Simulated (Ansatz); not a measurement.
# Si (Fd-3m) in Ansatz: notebook

The runs below take Si through single point, equation of state, with PBE+D3(BJ).

Everything below comes from runs of Ansatz 0.2.0. Logs are shortened: lines on timing, memory, paths and dates and some standing lists are left out, and cuts for length are marked.

## 1. The crystal as given

The structure is cubic, space group Fd-3m (No. 227). The conventional cell has a = 5.444 Å, b = 5.444 Å, c = 5.444 Å, α = 90.00°, β = 90.00°, γ = 90.00°. Around Si (site symmetry -43m) lie 4 Si at 2.36 Å.

## 2. Single point, PBE+D3(BJ), 18.95 Å³/atom (volume scaled by 0.94)

Input file input.yaml:

```yaml
crystal:
  lattice:
    - [0.0, 2.6662876123, 2.6662876123]
    - [2.6662876123, 0.0, 2.6662876123]
    - [2.6662876123, 2.6662876123, 0.0]
  atoms:
    - { symbol: Si, position: [0.5, 0.5, 0.5] }
    - { symbol: Si, position: [0.75, 0.75, 0.75] }
hamiltonian:
  xc: pbe
  pseudopotentials: { kind: paw }
  dispersion: d3bj
kpoints:
  mp_grid: { grid: [8, 8, 8] }
scf:
  occupations: { method: fermi_dirac, width: 0.05 }
output:
  forces: true
  stress: true
  eigenvalues: true
```

Potentials or basis: Ansatz PAW.

The run is started by

```console
$ ansatz run input.yaml --threads 2 --pin off --max-ram 5120MiB --backend cpu --events-out ev --progress --plain --runs-dir out
```

The log of the run:

```text
Warning: RAYON_NUM_THREADS=2 ignored (pool sized by the plan → 2); use --threads N
Engine: ansatz 0.2.0, aarch64-unknown-linux-gnu
Pseudopotentials: kind: paw
Pseudopotential: Si, paw, valence charge 4, recommended cutoff 420 eV (normal), Si.paw.azcp
Functional definition: PBE
  parameter kappa = 0.804
  parameter beta = 0.06672455060314922
  exchange = pbe_x(kappa = kappa, mu = beta*pi^2/3)
  correlation = pbe_c(beta = beta)
Crystal: 2 atoms, lattice volume = 37.910 Å³
Basis set: ecut = 420 eV, 725 PW (Γ), exchange–correlation on 54×54×54 points (8 copies of the dense FFT grid, shifted against one another)
Bands: 8, of which v1, the nominal top of the filled ones, is band 4 counted from 1 (3 counted from 0)
Symmetry: 48 space group operations
Space group: Fd-3m (ITA 227), of the structure as read, at distance tolerance 3.4e-5 Å
k-points: 29 of 512
Non-local potential: Si, projectors of the file, l = 0: 2, l = 1: 2, l = 2: 2
PAW form: soft (Blöchl's): semilocal exchange-correlation on the pseudo side does not see the compensation charge
PAW one-centre angular grid: Si, 110 points (default); XC on 64 Gauss nodes
Initial density: superposition of atomic densities (neutral atoms: chi_scale 0, normalization atom), corrected by the library's trained network
Initial wavefunctions: pseudopotential atomic-orbital guess
Functional: x = pbe(κ = 0.804, μ = 0.2195149727645171), c = pbe(β = 0.06672455060314922)
SCF iter   1: F=—  HF=-1272.209908 eV  |F-HF|=—  |Δ(HF+E_count)|=         —  Δρ=9.42e-4  dr2=2.91e-4  ethr=1.77e-3  ⟨swp⟩=6.0  Hψ=2063  notcnv=0
preconditioner: auto → none  [insulator: Δε(μ)=0.526 eV  Ē_g=9.746 eV  σ=0.050 eV  W_gap=0.99  n_scr=8 (ndim 8)  ℏωp=17.1 eV  f_vac=0.000  D(μ)=0.00/eV (n_scr^D=0)  ε∞_Penn≈4.1]
SCF iter   2: F=—  HF=-1272.210175 eV  |F-HF|=—  |Δ(HF+E_count)|=   2.68e-4  Δρ=4.22e-4  dr2=5.44e-5  ethr=3.63e-6  ⟨swp⟩=2.2  Hψ=589  notcnv=0
SCF iter   3: F=—  HF=-1272.210213 eV  |F-HF|=—  |Δ(HF+E_count)|=   3.75e-5  Δρ=9.20e-5  dr2=2.30e-6  ethr=6.80e-7  ⟨swp⟩=2.1  Hψ=346  notcnv=0
SCF iter   4: F=—  HF=-1272.210213 eV  |F-HF|=—  |Δ(HF+E_count)|=   4.77e-8  Δρ=5.03e-5  dr2=5.40e-7  ethr=2.87e-8  ⟨swp⟩=1.0  Hψ=232  notcnv=0
iter 5 did not close the SCF: its close was put off for the readings that it lacked (scf_convergence_deferred on its scf_iter line)
SCF iter   5: F=-1272.210213 eV  HF=-1272.210213 eV  |F-HF|=2.57e-11  |Δ(HF+E_count)|=   3.44e-7  Δρ=2.28e-6  dr2=1.19e-9  ethr=6.74e-9  ⟨swp⟩=2.9  Hψ=359  notcnv=0
SCF iter   6: F=-1272.210213 eV  HF=-1272.210213 eV  |F-HF|=4.93e-11  |Δ(HF+E_count)|=  4.66e-10  Δρ=8.01e-7  dr2=1.68e-10  ethr=1.49e-11  ⟨swp⟩=1.5  Hψ=695  notcnv=0
SCF 1 converged in 6 iterations: F = -1272.210213 eV  dr2 = 1.68e-10
SCF converged after 6 iterations
Free energy (F): -1272.210213 eV
Harris-Foulkes:  -1272.210213 eV  (|F-HF|=4.93e-11)
Internal energy: -1272.210146 eV  (E = F + TS)
E sigma→0 (E₀):  -1272.210180 eV
Entropy (-TS):   -0.000067 eV (-0.033 meV/atom)
Fermi energy:    7.058137 eV
--- Per-component energies (eV) ---
  E_band       = 12.748949
  E_kinetic    = 82.736054
  E_local      = -51.522594  (includes V_loc(G=0)·N_el)
  E_nonlocal   = 52.799866
  E_hartree    = 14.275031
  E_xc         = -111.264390
  E_vxc        = -94.646597  (∫ρ·V_xc dr)
  E_paw        = -1025.832950  (= ΣΔE_a)
  E_vpaw       = -5.167787  (= ΣTr[D̂ρ^β])
  E_aug_tail   = 0.000011  (compensation charges beyond the density's cutoff)
  E_ewald      = -232.737029
  E_disp       = -0.664146  (pairwise vdW)
  E_smearing   = -0.000067  (= −TS)
  E_closure    = 0.000000  (closes the sum)
  Σ components = -1272.210213   (vs F -1272.210213, Δ=0.00e0)
--- Forces (eV/Å), atoms counted from 1 ---
  atom   1  Si    -0.00000000    -0.00000000    -0.00000000
  atom   2  Si     0.00000000    -0.00000000    -0.00000000
  max |Σ_I F_I| component: 6.94e-17 eV/Å
--- Stress (GPa, compression-positive) ---
        5.130221       0.000000      -0.000000
       -0.000000       5.130221       0.000000
        0.000000       0.000000       5.130221
  P = ⅓ Tr σ = 5.1302 GPa (51.302 kbar)
--- Band table (eV; the first three rows and the last of 29) ---
  k-point 0: bands = ["-5.5270", "6.8212", "6.8212", "6.8212", "9.4012", "9.4012", "9.4012", "10.8261"]
  k-point 1: bands = ["-5.3130", "5.1984", "6.5157", "6.5157", "9.4614", "9.8488", "9.8488", "12.0514"]
  k-point 2: bands = ["-4.6875", "2.7859", "6.0254", "6.0254", "9.0318", "10.3647", "10.3647", "14.0351"]
  k-point 28: bands = ["-0.9894", "-0.9894", "2.7305", "2.7305", "11.0808", "11.0808", "12.0084", "12.0084"]
```

Wall time 0.43 s (2 threads of Arm Neoverse V1, shared host); peak memory 0.26 GiB.

Results:

| Quantity | Value |
| --- | --- |
| Free energy | -1272.2102 eV |
| Pressure | 5.1 GPa |
| Band gap on the k mesh | 0.52 eV, indirect (least direct gap 2.58 eV) |

## 3. Single point, PBE+D3(BJ), 19.36 Å³/atom (volume scaled by 0.96)

input.yaml, as its differences from that of step 2:

```diff
@@ -2,5 +2,5 @@
   lattice:
-    - [0.0, 2.6662876123, 2.6662876123]
-    - [2.6662876123, 0.0, 2.6662876123]
-    - [2.6662876123, 2.6662876123, 0.0]
+    - [0.0, 2.6850649043, 2.6850649043]
+    - [2.6850649043, 0.0, 2.6850649043]
+    - [2.6850649043, 2.6850649043, 0.0]
   atoms:
@@ -20 +20,5 @@
   eigenvalues: true
+  write_density: true
+  write_potential: true
+  elf: true
+  volumetric_format: npy
```

Potentials or basis: Ansatz PAW.

The run is started by

```console
$ ansatz run input.yaml --threads 2 --pin off --max-ram 5120MiB --backend cpu --events-out ev --progress --plain --runs-dir out
```

Run time: 0.56 s. Hardware: 2 threads of Arm Neoverse V1, shared host; peak memory 0.25 GiB.

It converged, with:

| Item | Value |
| --- | --- |
| Free energy | -1272.2301 eV |
| Pressure | 2.8 GPa |
| Band gap on the k mesh | 0.56 eV, indirect (least direct gap 2.57 eV) |

## 4. Single point, PBE+D3(BJ), 19.76 Å³/atom (volume scaled by 0.98)

Input file input.yaml:

```yaml
crystal:
  lattice:
    - [0.0, 2.7035831784, 2.7035831784]
    - [2.7035831784, 0.0, 2.7035831784]
    - [2.7035831784, 2.7035831784, 0.0]
  atoms:
    - { symbol: Si, position: [0.5, 0.5, 0.5] }
    - { symbol: Si, position: [0.75, 0.75, 0.75] }
hamiltonian:
  xc: pbe
  pseudopotentials: { kind: paw }
  dispersion: d3bj
kpoints:
  mp_grid: { grid: [8, 8, 8] }
scf:
  occupations: { method: fermi_dirac, width: 0.05 }
output:
  forces: true
  stress: true
  eigenvalues: true
```

The run is started by

```console
$ ansatz run input.yaml --threads 2 --pin off --max-ram 5120MiB --backend cpu --events-out ev --progress --plain --runs-dir out
```

It took 0.44 s on 2 threads of Arm Neoverse V1, shared host; peak memory 0.25 GiB.

Results (log left out):

```
Free energy            : -1272.2390 eV
Pressure               : 0.8 GPa
Band gap on the k mesh : 0.59 eV, indirect (least direct gap 2.57 eV)
```

## 5. Single point, PBE+D3(BJ), 20.16 Å³/atom

input.yaml, as its differences from that of step 4:

```diff
@@ -2,5 +2,5 @@
   lattice:
-    - [0.0, 2.7035831784, 2.7035831784]
-    - [2.7035831784, 0.0, 2.7035831784]
-    - [2.7035831784, 2.7035831784, 0.0]
+    - [0.0, 2.7218511865, 2.7218511865]
+    - [2.7218511865, 0.0, 2.7218511865]
+    - [2.7218511865, 2.7218511865, 0.0]
   atoms:
@@ -20 +20,5 @@
   eigenvalues: true
+  write_density: true
+  write_potential: true
+  elf: true
+  volumetric_format: npy
```

The run is started by

```console
$ ansatz run input.yaml --threads 2 --pin off --max-ram 5120MiB --backend cpu --events-out ev --progress --plain --runs-dir out
```

Wall time 0.58 s (2 threads of Arm Neoverse V1, shared host); peak memory 0.26 GiB.

Results (log left out):

```
Free energy            : -1272.2381 eV
Pressure               : -1.1 GPa
Band gap on the k mesh : 0.63 eV, indirect (least direct gap 2.56 eV)
```

## 6. Single point, PBE+D3(BJ), 20.57 Å³/atom (volume scaled by 1.02)

Input file input.yaml:

```yaml
crystal:
  lattice:
    - [0.0, 2.7398772164, 2.7398772164]
    - [2.7398772164, 0.0, 2.7398772164]
    - [2.7398772164, 2.7398772164, 0.0]
  atoms:
    - { symbol: Si, position: [0.5, 0.5, 0.5] }
    - { symbol: Si, position: [0.75, 0.75, 0.75] }
hamiltonian:
  xc: pbe
  pseudopotentials: { kind: paw }
  dispersion: d3bj
kpoints:
  mp_grid: { grid: [8, 8, 8] }
scf:
  occupations: { method: fermi_dirac, width: 0.05 }
output:
  forces: true
  stress: true
  eigenvalues: true
```

Potentials or basis: Ansatz PAW.

The run is started by

```console
$ ansatz run input.yaml --threads 2 --pin off --max-ram 5120MiB --backend cpu --events-out ev --progress --plain --runs-dir out
```

It took 0.45 s on 2 threads of Arm Neoverse V1, shared host; peak memory 0.26 GiB.

It converged, with:

| Item | Value |
| --- | --- |
| Free energy | -1272.2284 eV |
| Pressure | -2.7 GPa |
| Band gap on the k mesh | 0.66 eV, indirect (least direct gap 2.55 eV) |

## 7. Single point, PBE+D3(BJ), 20.97 Å³/atom (volume scaled by 1.04)

input.yaml, as its differences from that of step 6:

```diff
@@ -2,5 +2,5 @@
   lattice:
-    - [0.0, 2.7398772164, 2.7398772164]
-    - [2.7398772164, 0.0, 2.7398772164]
-    - [2.7398772164, 2.7398772164, 0.0]
+    - [0.0, 2.7576691254, 2.7576691254]
+    - [2.7576691254, 0.0, 2.7576691254]
+    - [2.7576691254, 2.7576691254, 0.0]
   atoms:
```

The run is started by

```console
$ ansatz run input.yaml --threads 2 --pin off --max-ram 5120MiB --backend cpu --events-out ev --progress --plain --runs-dir out
```

Wall time 0.45 s (2 threads of Arm Neoverse V1, shared host); peak memory 0.26 GiB.

It converged, with:

- Free energy: -1272.2112 eV
- Pressure: -4.1 GPa
- Band gap on the k mesh: 0.69 eV, indirect (least direct gap 2.53 eV)

## 8. Single point, PBE+D3(BJ), 21.37 Å³/atom (volume scaled by 1.06)

input.yaml, as its differences from that of step 7:

```diff
@@ -2,5 +2,5 @@
   lattice:
-    - [0.0, 2.7576691254, 2.7576691254]
-    - [2.7576691254, 0.0, 2.7576691254]
-    - [2.7576691254, 2.7576691254, 0.0]
+    - [0.0, 2.7752343705, 2.7752343705]
+    - [2.7752343705, 0.0, 2.7752343705]
+    - [2.7752343705, 2.7752343705, 0.0]
   atoms:
```

The run is started by

```console
$ ansatz run input.yaml --threads 2 --pin off --max-ram 5120MiB --backend cpu --events-out ev --progress --plain --runs-dir out
```

Run time: 0.45 s. Hardware: 2 threads of Arm Neoverse V1, shared host; peak memory 0.25 GiB.

Results (log left out):

```
Free energy            : -1272.1872 eV
Pressure               : -5.3 GPa
Band gap on the k mesh : 0.72 eV, indirect (least direct gap 2.45 eV)
```

## 9. Equation of state, PBE+D3(BJ)

Potentials or basis: Ansatz PAW.

No new run: the results of the series are fitted here.

Results:

```
Equilibrium volume                      : 19.92 Å³/atom
Bulk modulus                            : 91 GPa
Pressure derivative of the bulk modulus : 5.1
```

Energy against volume, from the lowest point:
```csv
volume (Å³/atom),energy (meV/atom)
18.955,14.40
19.358,4.45
19.761,0.00
20.165,0.46
20.568,5.28
20.971,13.93
21.375,25.89
```
